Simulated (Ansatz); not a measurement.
Al:

```xyz
1
Lattice="0.0000 2.0515 2.0515 2.0515 0.0000 2.0515 2.0515 2.0515 0.0000" Properties=species:S:1:pos:R:3 pbc="T T T"
Al    0.0000    0.0000    0.0000
```

The cell isn't the ideal one: volume scaled by 1.04.

```yaml
Program: Ansatz 0.2.0
Task: relaxation of cell and atoms
Functional: m-r2SCAN
Potentials_or_basis: all-electron PAW datasets made for the crystal
k_mesh: 11 × 11 × 11
Occupations: fermi-dirac, width 0.05 eV
Spin: collinear spin, ferromagnetic start
Starting_moments: "[0.5] μB"
```

At the start: volume 17.27 Å³/atom.

Task: Where does the relaxation end?

Result: Over 5 steps the energy falls by 25.9 meV/atom and the volume is 15.97 Å³/atom (-7.5 %); space group Fm-3m (No. 225, to 0.05 Å); moment 0.00 μB per cell.

The path:
| step | energy change (eV) | largest force (eV/Å) | volume (Å³) |
| --- | --- | --- | --- |
| 1 | 0.0000 | 0.0000 | 17.27 |
| 2 | -0.0223 | 0.0000 | 15.53 |
| 3 | -0.0259 | 0.0000 | 16.03 |
| 4 | -0.0259 | 0.0000 | 15.97 |
| 5 | -0.0259 | 0.0000 | 15.97 |

Final structure:
```
Al
1.0
     0.00000    1.99883    1.99883
     1.99883    0.00000    1.99883
     1.99883    1.99883    0.00000
Al
1
Direct
  0.00000 0.00000 0.00000
```

Caveat: the program listed the state as in doubt; the starting moments weren't kept.
